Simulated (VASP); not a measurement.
Ag: relaxation of the atoms with PBE+D3

Ag, a slab with vacuum:

```
Ag
1.0
     2.94609    0.00000    0.00000
    -1.47305    2.55139    0.00000
     0.00000    0.00000   29.40930
Ag
7
Direct
  0.00000 0.00000 0.25502
  0.66667 0.33333 0.33664
  0.33333 0.66667 0.41825
  0.66667 0.33333 0.50000
  0.33333 0.66667 0.58162
  0.00000 0.00000 0.66323
  0.33333 0.66667 0.74498
```

The slab is cut from a database's or a generator's crystal, which needn't be the stable form of the element.

| Quantity | Value |
| --- | --- |
| Program | VASP 6.6.1 |
| Task | relaxation of the atoms |
| Functional | PBE |
| Dispersion | D3 |
| Potentials or basis | VASP PAW PBE potentials, release 64 (Ag) |
| Cutoff | 520 eV |
| k mesh | 7 × 7 × 1 |
| Occupations | fermi-dirac, width 0.05 eV |
| Spin | no spin polarisation |
| Dipole correction | yes |
| Atoms held fixed (from 0) | [0, 1, 2] |
| Further INCAR settings | ALGO = Fast; EDIFF = 1e-06; IBRION = 2; EDIFFG = -0.01; NSW = 40 |

| Quantity | Value |
| --- | --- |
| Energy gained by relaxing | 5.8 meV/atom |
| Ionic steps | 16 |
| Band gap on the k mesh | none (metal or under the smearing width) |
| Dispersion energy per atom | -0.403 eV |

Step by step:
```
step  energy change (eV)  largest force (eV/Å)  pressure (GPa)
   1              0.0000                0.2402           -3.26
   2             -0.0026                0.2394           -3.23
   3             -0.0085                0.2390           -3.14
   4             -0.0108                0.2995           -2.93
   5             -0.0116                0.2408           -3.01
   6             -0.0148                0.2389           -2.98
   7             -0.0194                0.2399           -2.91
   8             -0.0213                0.2839           -2.74
   9             -0.0218                0.2447           -2.80
  10             -0.0255                0.2391           -2.75
  11             -0.0302                0.2398           -2.66
  12             -0.0305                0.3237           -2.43
  13             -0.0320                0.2427           -2.56
  14             -0.0365                0.2402           -2.50
  15             -0.0398                0.2398           -2.41
  16             -0.0403                0.2396           -2.36
```

Final structure:
```yaml
crystal:
  lattice:
    - [2.94609, 0.00000, 0.00000]
    - [-1.47305, 2.55139, 0.00000]
    - [0.00000, 0.00000, 29.40930]
  atoms:
    - { symbol: Ag, position: [0.00000, 0.00000, 0.25502] }
    - { symbol: Ag, position: [0.66667, 0.33333, 0.33664] }
    - { symbol: Ag, position: [0.33333, 0.66667, 0.41825] }
    - { symbol: Ag, position: [0.66667, 0.33333, 0.49735] }
    - { symbol: Ag, position: [0.33333, 0.66667, 0.57647] }
    - { symbol: Ag, position: [0.00000, 0.00000, 0.65546] }
    - { symbol: Ag, position: [0.33333, 0.66667, 0.73428] }
```

Levels at points of the mesh, in eV from the Fermi level:
| k point | band 37 | band 38 | band 39 | band 40 | band 41 | band 42 |
| --- | --- | --- | --- | --- | --- | --- |
| (0.00, 0.00, 0.00) | -3.24 | -3.24 | -3.19 | -3.19 | -2.00 | -0.41 |

It took 9.7 min on 1 thread of Intel(R) Xeon(R) Platinum 8559C (Emerald Rapids), on a shared host, peak memory 0.39 GiB.
